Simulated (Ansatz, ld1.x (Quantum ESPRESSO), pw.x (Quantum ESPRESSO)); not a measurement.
**indium (In): does the RRKJ potential hold in the solid?**

- Element: indium
- Generator: ld1.x (Quantum ESPRESSO) 7.5
- Type: norm-conserving RRKJ (Kleinman–Bylander form)
- Functional: PBEsol
- Relativity: scalar-relativistic
- Frozen core: [Kr] 4d10
- Valence charge: 3
- Reference configuration: 5s2 5p1
- Partial waves: 5s (bound): rc 2.30 bohr; 5d channel at 0.5 Ry: rc 3.00 bohr; 5p (bound): rc 2.90 bohr
- Local potential: the p channel
- Core correction: none
- rho0: 0.005

Crystal test: sc In in pw.x 7.5, no spin, 11³ k-points, Fermi–Dirac smearing 0.01 Ry, cutoffs 40/160 Ry. The reference is all-electron LAPW (Ansatz 0.2.0) with the same functional, mesh and smearing; V0 and B0 come from Birch–Murnaghan fits to the pressures at five volumes. Errors are pseudo minus all-electron; Δ is the rms difference of the E(V) curves that follow from these fits, minima aligned, over ±6 % about the mean V0. Mesh and smearing are coarse, so the numbers serve the comparison and aren't converged zero-temperature values; the lattice is a test structure that the element need not adopt.

All-electron: a0 = 3.017 Å (V0 = 27.46 Å³/atom), B0 = 38.3 GPa.

Problem. How far does the potential miss the all-electron equation of state?

Solution. mean pressure error (GPa): -0.59; a0 (Å): 3.001; a0 error (%): -0.55; B0 error (%): -3.1; Δ (meV/atom): 3.8. The largest radius (3.00 bohr) exceeds half the bond length (2.85 bohr), so the spheres overlap, which is one possible source of error among others. This is a poor potential for the solid.

```csv
V (Å³/atom),P all-electron (GPa),P pseudo (GPa)
26.200,2.03,1.22
26.890,0.85,0.17
27.579,-0.16,-0.73
28.268,-1.03,-1.52
28.958,-1.78,-2.19
```

Problem. At the middle volume, how do free energy and pressure move when the wave cutoff is lowered (ecutrho kept at four times it)?

Solution.

```csv
cutoff (Ry),shift of F (meV/atom),shift of P (GPa)
18,+180.3,-1.64
24,+57.3,-1.38
32,+2.9,-0.19
```

Input at the middle volume:

```
&control
  calculation='scf', prefix='x', pseudo_dir='./', outdir='./tmp', tstress=.true., disk_io='none'
/
&system
  ibrav=0, nat=1, ntyp=1, ecutwfc=40, ecutrho=160, nbnd=8,
  occupations='smearing', smearing='fd', degauss=0.01
/
&electrons
  conv_thr=1e-09, mixing_beta=0.4, electron_maxstep=70
/
ATOMIC_SPECIES
In 1.0 In.UPF
CELL_PARAMETERS angstrom
  3.02129296 0.00000000 0.00000000
  0.00000000 3.02129296 0.00000000
  0.00000000 0.00000000 3.02129296
ATOMIC_POSITIONS crystal
In 0.0000 0.0000 0.0000
K_POINTS automatic
11 11 11 0 0 0
```

```bash
pw.x < In.scf.in > In.scf.out
```

Lines of the output:

```
Message from routine setup:
     using ibrav=0 with symmetry is DISCOURAGED, use correct ibrav instead
     lattice parameter (alat)  =       5.7094  a.u.
     unit-cell volume          =     186.1123 (a.u.)^3
     number of electrons       =         3.00
     number of Kohn-Sham states=            8
     kinetic-energy cutoff     =      40.0000  Ry
     charge density cutoff     =     160.0000  Ry
     scf convergence threshold =      1.0E-09
     Exchange-correlation= PBESOL
     number of k points=    56  Fermi-Dirac smearing, width (Ry)=  0.0100
     iteration #  1     ecut=    40.00 Ry     beta= 0.40
     total energy              =      -4.03667892 Ry
     estimated scf accuracy    <       0.00221068 Ry
     iteration #  2     ecut=    40.00 Ry     beta= 0.40
     total energy              =      -4.03671153 Ry
     estimated scf accuracy    <       0.00074489 Ry
     iteration #  3     ecut=    40.00 Ry     beta= 0.40
     total energy              =      -4.03673616 Ry
     estimated scf accuracy    <       0.00000469 Ry
     iteration #  4     ecut=    40.00 Ry     beta= 0.40
     total energy              =      -4.03673679 Ry
     estimated scf accuracy    <       0.00000007 Ry
     iteration #  5     ecut=    40.00 Ry     beta= 0.40
     total energy              =      -4.03673681 Ry
     estimated scf accuracy    <          8.8E-09 Ry
     iteration #  6     ecut=    40.00 Ry     beta= 0.40
     the Fermi energy is     4.0567 ev
!    total energy              =      -4.03673681 Ry
     estimated scf accuracy    <          4.0E-11 Ry
     smearing contrib. (-TS)   =      -0.00250506 Ry
     The total energy is F=E-TS. E is the sum of the following terms:
     one-electron contribution =       1.79355617 Ry
     hartree contribution      =       0.04803561 Ry
     xc contribution           =      -1.40326862 Ry
     ewald contribution        =      -4.47255491 Ry
     convergence has been achieved in   6 iterations
          total   stress  (Ry/bohr**3)                   (kbar)     P=       -7.31
     Message from routine punch:
     Nothing written, as per user request (disk_io='none')
```

The run at the middle volume (56 k-points, 6 iterations) took about 3.1 s on one core of a shared host (Neoverse-V1, 32 threads, 247 GiB, load 11).
